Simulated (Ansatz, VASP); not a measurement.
**One calculation of Cs, two programs**

```
Cs
1.0
    -2.78070    2.78070    3.26430
     2.78070   -2.78070    3.26430
     2.78070    2.78070   -3.26430
Cs
1
Direct
  0.00000 0.00000 0.00000
```

Change from the starting cell: strain -0.080 along x and y, +0.080 along z, atoms carried along.

Alike in both runs: task single point; functional PBE; k mesh 12 × 12 × 12; occupations gaussian, width 0.15 eV; no spin polarisation.

```csv
,VASP,Ansatz
version,VASP 6.6.1,Ansatz 0.2.0
potentials or method,"VASP PAW PBE potentials, release 64 (Cs_sv)","scalar-relativistic, plane waves, PAW"
plane-wave cutoff (eV),520,420
valence electrons in the cell,9,9
```

|  | VASP | Ansatz | Ansatz less VASP |
| --- | --- | --- | --- |
| gap on the k mesh at the Fermi level (eV) | none | none | - |
| pressure (GPa) | 0.4 | 0.4 | +0.02 |

A gap of «none» marks a metal or a gap that the smearing closes.

Spin-orbit coupling is left out, which matters for the levels of Cs.
